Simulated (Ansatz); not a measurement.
Is this W₂Se stable against decomposition?

Computed with Ansatz 0.2.0, DFT PBE, scalar-relativistic, plane waves, PAW. All cells share a 420 eV cutoff and Γ-centred k meshes spaced about 0.3 Å⁻¹ or finer (0.25 for metals, 2π included). No spin polarisation.

Formation energies are uncorrected and refer to the elements' standard structures at the same level.

These are static total energies at zero pressure. No dispersion correction is applied, so the spacing and binding between layers, chains or molecules are poorly described (WSe2 P6_3/mmc). These runs have no spin–orbit coupling, which can matter for W. The reference form of Se is held partly by dispersion forces, which this level lacks.

The competitors are the elements and 1 reference phase of this chemical system (from databases or known types: WSe2), relaxed at the same level; other known phases may be missing.

The candidate was reached from: random cell.

```xyz
6
Lattice="3.1807 0.0000 0.0000 -1.5904 2.7546 0.0000 0.0000 0.0000 12.6623" Properties=species:S:1:pos:R:3 pbc="T T T"
W     0.0000    0.0000    7.4254
W     0.0000    0.0000    1.0943
W     0.0000    1.8364    9.2414
W     1.5904    0.9182    2.9102
Se    0.0000    0.0000    4.7812
Se    0.0000    0.0000   11.1123
```

The lowest competing mixture at this composition:

```json
{"phase": "W", "space group": "-", "source": "element", "share of atoms": "0.5000", "ΔE_f (eV/atom)": "0.000"}
{"phase": "WSe2", "space group": "P6_3/mmc (No. 194)", "source": "Materials Project", "share of atoms": "0.5000", "ΔE_f (eV/atom)": "-0.561"}
```

Task: What are the hull's energy here, the candidate's formation energy and its margin?

Result: The hull lies at -0.281 eV/atom, the weighted sum of the last column. The candidate has 0.380 eV/atom, which is 0.66 eV/atom above it. The margin is far too high for a likely synthesis.
